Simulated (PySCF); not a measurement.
# Ti (Fm-3m) in PySCF: density of states with PBEsol

Aim: the density of states of Ti with PBEsol.

Program: PySCF 2.14.0. These are calculated values, not measurements. Logs are shortened: lines on timing, memory, paths and dates and some standing lists are left out, and cuts for length are marked.

**1. The crystal as given**

The structure is cubic, space group Fm-3m (No. 225). Conventional cell: a = 4.060 Å, b = 4.060 Å, c = 4.060 Å, α = 90.00°, β = 90.00°, γ = 90.00°. Around Ti (site symmetry m-3m) lie 12 Ti at 2.87 Å.

This isn't the form of Ti at room conditions, which is hcp.

**2. Density of states, PBEsol**

The input, run.py:

```python
import json
import numpy as np
from pyscf.pbc import gto, scf, dft, df

cell = gto.Cell()
cell.basis = 'DZVP-MOLOPT-SR-GTH-q12'
cell.pseudo = 'GTH-PBE-q12'
cell.fromfile('POSCAR', format='poscar')
cell.ke_cutoff = 236  # hartree
cell.exp_to_discard = 0.02
cell.precision = 1e-08
cell.space_group_symmetry = True
cell.symmorphic = False
cell.max_memory = 5880  # MB
cell.verbose = 4
cell.build()

res = {}
kpts = cell.make_kpts([11, 11, 11], space_group_symmetry=True, time_reversal_symmetry=True)
cell.space_group_symmetry = False  # the mesh holds the operations; no search on the supercells of the integral code
mf = dft.KRKS(cell, kpts, xc='pbesol')
mf = mf.multigrid_numint()
mf = mf.smearing(sigma=0.00183747, method='fermi')  # hartree
mf.conv_tol = 1e-07
mf.max_cycle = 60

mf.kernel()
res.update(converged=bool(mf.converged), e_tot=mf.e_tot, nelec=cell.nelectron, nao=cell.nao, mesh=list(map(int, cell.mesh)), a=cell.lattice_vectors().tolist(), coords=cell.atom_coords().tolist(),
           mo_energy=[np.real(x).tolist() for x in mf.mo_energy], mo_occ=[np.real(x).tolist() for x in mf.mo_occ])
res.update(e_free=mf.e_free, e_zero=mf.e_zero)
res.update(kpts=kpts.kpts_scaled_ibz.tolist(), weights=kpts.weights_ibz.tolist())
res['parts'] = {k: float(np.real(v)) for k, v in mf.scf_summary.items() if np.isscalar(v)}
json.dump(res, open('results.json', 'w'))
if not mf.converged:
    raise SystemExit('SCF not converged')

print('levels (eV)')
for i, kp in enumerate(res['kpts'][:40]):
    print('k %7.4f %7.4f %7.4f  ' % tuple(kp), ' '.join('%.3f' % (x * 27.211386) for x in res['mo_energy'][i][:11]))

mf = mf.to_khf()  # unfold to the whole mesh
kpts = mf.kpts
# Mulliken populations
dm, s = np.asarray(mf.make_rdm1()), np.asarray(mf.get_ovlp())
sites = cell.aoslice_by_atom()[:, 2:]
tot = np.einsum('kij,kji->i', dm, s).real / len(kpts)
res['mulliken'] = [cell.atom_charge(i) - tot[a0:a1].sum() for i, (a0, a1) in enumerate(sites)]
print('Mulliken charges', np.round(res['mulliken'], 5))

# density of states, Gaussians of 0.15 eV
e = np.asarray(mf.mo_energy).real.reshape(1, -1) * 27.211386
ef = mf.get_fermi()
ef = np.max(ef) * 27.211386
x = np.arange(-15, 10.01, 0.1) + round(ef, 1)
dos = np.exp(-((x[:, None, None] - e) / 0.15) ** 2 / 2).sum(-1).T / (0.15 * np.sqrt(2 * np.pi) * len(kpts)) * 2
res.update(dos_e=x.tolist(), dos=dos.tolist())
for a, b in zip(x[::5], dos.T[::5]):
    print('%8.2f' % a, ' '.join('%9.4f' % y for y in b))

# density on a uniform mesh
grids = dft.gen_grid.UniformGrids(cell)
grids.mesh = [17, 17, 17]
grids.build()
ni = dft.numint.KNumInt()
rho = [ni.get_rho(cell, x, grids, kpts) for x in [dm]]
np.save('rho.npy', np.reshape(rho, (-1, *grids.mesh)))
res['done'] = True
json.dump(res, open('results.json', 'w'))
```

The input, POSCAR:

```
Ti
1.0
    0.0000000000      2.0300000000      2.0300000000
    2.0300000000      0.0000000000      2.0300000000
    2.0300000000      2.0300000000      0.0000000000
Ti
1
Direct
    0.0000000000      0.0000000000      0.0000000000
```

Potentials or basis: DZVP-MOLOPT-SR/GTH-PBE (potentials made for PBE).

On the command line:

```bash
> OMP_NUM_THREADS=4 python -u run.py > log
```

Output:

```text
Discarded 0 diffused primitive functions, 0 contracted functions
time reversal: False
k-points in IBZ                         weights
  0:  0.000000,  0.000000,  0.000000    1/1331
  1:  0.545455,  0.545455,  0.000000    6/1331
  2:  0.545455,  0.545455,  0.545455    8/1331
  3:  0.636364,  0.636364,  0.000000    6/1331
  4:  0.636364,  0.636364,  0.636364    8/1331
  5:  0.727273,  0.363636,  0.363636    12/1331
[... 48 lines left out ...]
 54:  0.909091,  0.909091,  0.818182    12/1331
 55:  0.909091,  0.909091,  0.909091    8/1331

******** <class 'pyscf.pbc.scf.smearing.SmearingKsymAdaptedKRKS'> ********
method = SmearingKsymAdaptedKRKS
initial guess = minao
damping factor = 0
level_shift factor = 0
DIIS = <class 'pyscf.scf.diis.CDIIS'>
diis_start_cycle = 1
diis_space = 8
diis_damp = 0
SCF conv_tol = 1e-07
SCF conv_tol_grad = None
SCF max_cycles = 60
direct_scf = True
direct_scf_tol = 1e-13

******** PBC SCF flags ********
N kpts (BZ) = 1331
N kpts (IBZ) = 56
Exchange divergence treatment (exxdiv) = ewald
    madelung (= occupied orbital energy shift) = 0.05432612012612048
    Total energy shift due to Ewald probe charge = -1/2 * Nelec*madelung = -0.325956720757
DF object = <pyscf.pbc.df.fft.FFTDF object>
XC functionals = pbesol
small_rho_cutoff = 0
Uniform grid, mesh = [39 39 39]
Set gradient conv threshold to 0.000316228
nelec by numeric integration = 12.00000000000001
init E= -58.292922541257
    sigma = 0.00183747  Optimized mu = 0.532195904162  entropy = 0.199097560129
nelec by numeric integration = 12.000000000000018
    Total E(T) = -58.0780757580745  Free energy = -58.0784415938683  E0 = -58.0782586759714
cycle= 1 E= -58.0780757580745  delta_E= 0.215  |g|= 1.51  |ddm|= 16.8
    sigma = 0.00183747  Optimized mu = 0.472527816044  entropy = 0.234752771697
nelec by numeric integration = 12.000000000000044
    Total E(T) = -58.0620804146689  Free energy = -58.0625117658443  E0 = -58.0622960902566
cycle= 2 E= -58.0620804146689  delta_E= 0.016  |g|= 1.98  |ddm|= 9.28
    sigma = 0.00183747  Optimized mu = 0.510056065798  entropy = 0.222369712415
nelec by numeric integration = 12.000000000000021
    Total E(T) = -58.0950589801102  Free energy = -58.0954675777857  E0 = -58.0952632789479
cycle= 3 E= -58.0950589801102  delta_E= -0.033  |g|= 0.0174  |ddm|= 5.17
    sigma = 0.00183747  Optimized mu = 0.509506733959  entropy = 0.222924256349
nelec by numeric integration = 12.000000000000023
    Total E(T) = -58.095059685185  Free energy = -58.0954693018183  E0 = -58.0952644935017
cycle= 4 E= -58.095059685185  delta_E= -7.05e-07  |g|= 0.00391  |ddm|= 0.0466
    sigma = 0.00183747  Optimized mu = 0.509433831872  entropy = 0.222529090192
nelec by numeric integration = 12.000000000000023
    Total E(T) = -58.0950605438499  Free energy = -58.0954694343773  E0 = -58.0952649891136
cycle= 5 E= -58.0950605438499  delta_E= -8.59e-07  |g|= 4.08e-05  |ddm|= 0.0142
    sigma = 0.00183747  Optimized mu = 0.509434301258  entropy = 0.222535446015
nelec by numeric integration = 12.000000000000025
    Total E(T) = -58.0950605321895  Free energy = -58.0954694343955  E0 = -58.0952649832925
cycle= 6 E= -58.0950605321895  delta_E= 1.17e-08  |g|= 2.25e-08  |ddm|= 0.000199
    sigma = 0.00183747  Optimized mu = 0.509434300677  entropy = 0.222535446585
nelec by numeric integration = 12.000000000000023
    Total E(T) = -58.0950605321885  Free energy = -58.0954694343956  E0 = -58.0952649832921
Extra cycle  E= -58.0950605321885  delta_E= 9.81e-13  |g|= 2.38e-08  |ddm|= 1.3e-07
converged SCF energy = -58.0950605321885
levels (eV)
k  0.0000  0.0000  0.0000   -43.913 -18.259 -18.259 -18.259 7.660 14.772 14.772 14.772 16.508 16.508 40.925
k  0.5455  0.5455  0.0000   -43.733 -18.972 -18.525 -18.525 11.126 12.069 16.664 17.619 17.852 17.852 25.312
k  0.5455  0.5455  0.5455   -43.778 -19.024 -18.355 -18.355 11.123 14.476 14.665 14.665 17.604 17.604 22.795
k  0.6364  0.6364  0.0000   -43.761 -18.870 -18.485 -18.485 11.090 12.415 15.457 17.148 17.148 17.434 27.720
k  0.6364  0.6364  0.6364   -43.799 -18.909 -18.341 -18.341 10.722 13.972 14.812 14.812 17.223 17.223 24.537
k  0.7273  0.3636  0.3636   -43.735 -18.838 -18.727 -18.463 12.164 12.618 14.425 16.476 17.435 21.788 22.065
[... 32 lines left out ...]
k  0.9091  0.7273  0.5455   -43.774 -18.835 -18.511 -18.419 11.444 12.994 14.208 16.071 17.036 18.256 25.941
k  0.9091  0.7273  0.6364   -43.802 -18.731 -18.446 -18.390 10.609 13.134 14.641 16.236 16.244 17.475 28.921
Mulliken charges [0.]
   -1.20    0.0000
   -0.70    0.0000
   -0.20    0.0000
    0.30    0.0000
    0.80    0.0000
    1.30    0.0000
[... 43 lines left out ...]
   23.30    0.4749
   23.80    0.1903
```

Wall time 6.2 min (4 threads of Intel Xeon 6975P-C (Granite Rapids), shared host); peak memory 5.5 GiB.

Results:

```yaml
Free_energy: -1580.8583 eV
Band_gap_on_the_k_mesh: none (metal or under the smearing width)
```

States per cell in windows of 0.5 eV (zero at the Fermi level; states under -8 eV left out):
| from (eV) | total |
| --- | --- |
| -8.0 | 0.00 |
| -7.5 | 0.00 |
| -7.0 | 0.00 |
| -6.5 | 0.01 |
| -6.0 | 0.03 |
| -5.5 | 0.05 |
| -5.0 | 0.06 |
| -4.5 | 0.09 |
| -4.0 | 0.10 |
| -3.5 | 0.17 |
| -3.0 | 0.34 |
| -2.5 | 0.48 |
| -2.0 | 0.59 |
| -1.5 | 0.66 |
| -1.0 | 0.64 |
| -0.5 | 0.76 |
| 0.0 | 0.83 |
| 0.5 | 0.81 |
| 1.0 | 0.82 |
| 1.5 | 0.66 |
| 2.0 | 0.82 |
| 2.5 | 0.62 |
| 3.0 | 0.89 |
| 3.5 | 1.04 |
| 4.0 | 0.48 |
| 4.5 | 0.16 |
| 5.0 | 0.26 |
| 5.5 | 0.16 |
| 6.0 | 0.16 |
| 6.5 | 0.15 |
| 7.0 | 0.09 |
| 7.5 | 0.03 |

Caveat: the basis of atomic orbitals isn't converged, which shifts pressures, moduli and gaps.
